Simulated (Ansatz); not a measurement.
Runs of Ansatz 0.2.0 on Al. Symmetry: Im-3m, No. 229, cubic system. Conventional cell: a = 3.182 Å, b = 3.182 Å, c = 3.182 Å, α = 90.00°, β = 90.00°, γ = 90.00°. Al (site symmetry m-3m) is surrounded by 8 Al at 2.76 Å. This isn't the form of Al at room conditions, which is fcc.

| task | level | cell | k mesh | points for each segment of the path | mesh quality | gap on the mesh (eV) | V0 of scaled cells (Å³/atom) | relaxed volume (Å³/atom) | B0 (GPa) |
| --- | --- | --- | --- | --- | --- | --- | --- | --- | --- |
| equation of state | PBE0 | as given | 6 × 6 × 6 | - | coarse | - | 16.74 | - | 77 |
| equation of state | PBEsol | as given | 12 × 12 × 12 | - | not flagged | - | (a) | - | 73 |
| relaxation of cell and atoms | BLYP | relaxed | 12 × 12 × 12 | - | not flagged | none | - | (b) | - |
| band structure | HSE06 | as given | 6 × 6 × 6 | 4 | coarse | none | - | - | - |
| relaxation of cell and atoms | HSE06 | relaxed | 6 × 6 × 6 | - | coarse | none | - | 16.81 | - |

Alike in all rows: potentials or basis Ansatz PAW; no spin polarisation; cutoff (eV) 420; smearing fermi-dirac 0.05 eV.

Question: Fill in the values left out.

Answer: (a) 16.59; (b) 18.17.

Caveats: some runs use coarse meshes; the PAW data sets come from PBE, with cores solved anew for the run's functional, which leaves a small shift of forces and pressure; the plane-wave basis is chosen anew once the cell has moved, so the energies of steps on either side of that aren't comparable (some runs); the potentials were made for another functional, which shifts forces and pressure (some runs).

A k mesh can miss the band edges.

A gap of «none» marks a metal or a gap under the smearing width.

Not every run made on this cell is shown here.
